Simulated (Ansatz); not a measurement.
Mulliken charges of acetic acid, C2H4O2 from PBE/def2-TZVPP in Ansatz (PBE0-D4/def2-TZVP geometry).

```tsv
atom	x (Å)	y (Å)	z (Å)	charge (e)
C1	-0.014	0.930	-0.239	-0.247
C2	0.292	-0.474	0.172	0.213
O3	1.373	-0.901	0.472	-0.266
O4	-0.812	-1.244	0.172	-0.227
H5	-0.453	0.935	-1.238	0.106
H6	-0.752	1.361	0.441	0.106
H7	0.897	1.521	-0.227	0.110
H8	-0.531	-2.128	0.446	0.205
```

**Question.** By hand: the dipole of these point charges (1 e Å = 4.8032 D).

**Answer.** Σ q r = (-0.253, 0.166, -0.087) e Å, of length 0.315 e Å = 1.51 D.

**Question.** How does the dipole of the full density compare? (Estimate.)

**Answer.** Ansatz gave: (-0.327, 0.101, -0.084) e Å, 1.69 D; the point charges give 0.89 times that, at 16° from its direction.

Point charges leave out the atoms' own dipoles, such as those of lone pairs, and Mulliken's split depends on the basis, so the close match here is no proof of good charges.
